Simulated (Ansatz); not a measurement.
Set up this calculation in Ansatz 0.2.0, as the native input.

| Item | Value |
| --- | --- |
| Task | band structure |
| Functional | r2SCAN |
| Potentials or basis | Ansatz PAW |
| Cutoff | 500 eV (not typed: the program's choice for these potentials) |
| k mesh | 7 × 7 × 5 |
| Occupations | fermi-dirac, width 0.05 eV |
| Spin | no spin polarisation |
| Path | [["G", "M", "K", "G", "A", "L", "H", "A"], ["L", "M"], ["K", "H"]] |
| Points for each segment of the path | 14 |

The system is Ta2N.

```
Ta N
1.0
     3.11286    0.00000    0.00000
    -1.55643    2.69582    0.00000
     0.00000    0.00000    4.86984
Ta N
2 1
Direct
  0.33333 0.66667 0.25471
  0.66667 0.33333 0.74529
  0.00000 0.00000 0.00000
```

The cell comes from a database or a generator and needn't be the stable form of this composition.

The input as run:

input.yaml

```yaml
crystal:
  lattice:
    - [3.112861506, 0.0, 0.0]
    - [-1.556430753, 2.6958171426, 0.0]
    - [0.0, 0.0, 4.869841]
  atoms:
    - { symbol: Ta, position: [0.3333333333, 0.6666666667, 0.254711] }
    - { symbol: Ta, position: [0.6666666667, 0.3333333333, 0.745289] }
    - { symbol: "N", position: [0.0, 0.0, 0.0] }
hamiltonian:
  xc: r2scan
  pseudopotentials: { kind: paw }
kpoints:
  mp_grid: { grid: [7, 7, 5] }
  band_path:
    path:
      - [[0.0, 0.0, 0.0], [0.5, 0.0, 0.0], [0.3333333333, 0.3333333333, 0.0], [0.0, 0.0, 0.0], [0.0, 0.0, 0.5], [0.5, 0.0, 0.5], [0.3333333333, 0.3333333333, 0.5], [0.0, 0.0, 0.5]]
      - [[0.5, 0.0, 0.5], [0.5, 0.0, 0.0]]
      - [[0.3333333333, 0.3333333333, 0.0], [0.3333333333, 0.3333333333, 0.5]]
    npoints: 14
scf:
  occupations: { method: fermi_dirac, width: 0.05 }
  n_extra_bands: 7
output:
  forces: true
  stress: true
  eigenvalues: true
  fatbands: true
```

Potentials or basis: Ansatz PAW.

Command:

```sh
$ ansatz run input.yaml --threads 2 --pin off --max-ram 5632MiB --backend cpu --events-out ev --progress --plain --runs-dir out
```

Results of the run:

```yaml
Pressure: -5.1 GPa
Largest_force: 0.166 eV/Å
Band_gap_on_the_k_mesh: none (metal or under the smearing width)
```

Caveat: spin-orbit coupling is left out, which moves the levels of the heavy elements; the PAW data sets come from PBE, with cores solved anew for the run's functional, which leaves a small shift of forces and pressure.

Wall time 4 s on 2 threads of Intel(R) Xeon(R) Platinum 8375C CPU @ 2.90GHz (Ice Lake), on a shared host, peak memory 0.47 GiB.
